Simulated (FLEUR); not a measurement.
The system is SnSe.

```xyz
8
Lattice="11.4200 0.0000 0.0000 0.0000 4.1900 0.0000 0.0000 0.0000 4.4600" Properties=species:S:1:pos:R:3 pbc="T T T"
Sn   10.0153    3.1425    4.0541
Sn    7.1147    1.0475    1.8241
Sn    4.3053    3.1425    2.6359
Sn    1.4047    1.0475    0.4059
Se    7.3431    3.1425    4.3886
Se    9.7869    1.0475    2.1586
Se    1.6331    3.1425    2.3014
Se    4.0769    1.0475    0.0714
```

Base run:

```yaml
Program: FLEUR MaX-R8.1 (later development tree)
Functional: PBE
Potentials_or_basis: all-electron
Basis: FLAPW
Kmax: 4.28 1/bohr
k_mesh: 3 × 6 × 6
Occupations: fermi-dirac, width 0.05 eV
Spin: no spin polarisation
```

Its results: band gap on the k mesh 0.54 eV, indirect (least direct gap 0.71 eV).

Problem. The run is repeated on the same cell with these changes: functional from PBE to RPBE. What comes out?

Solution. Band gap on the k mesh 0.64 eV, indirect (least direct gap 0.79 eV).

Caveats: spin-orbit coupling is left out, which moves the levels of the heavy elements.

A k mesh can miss the band edges.

Not every run made on this cell is shown here.
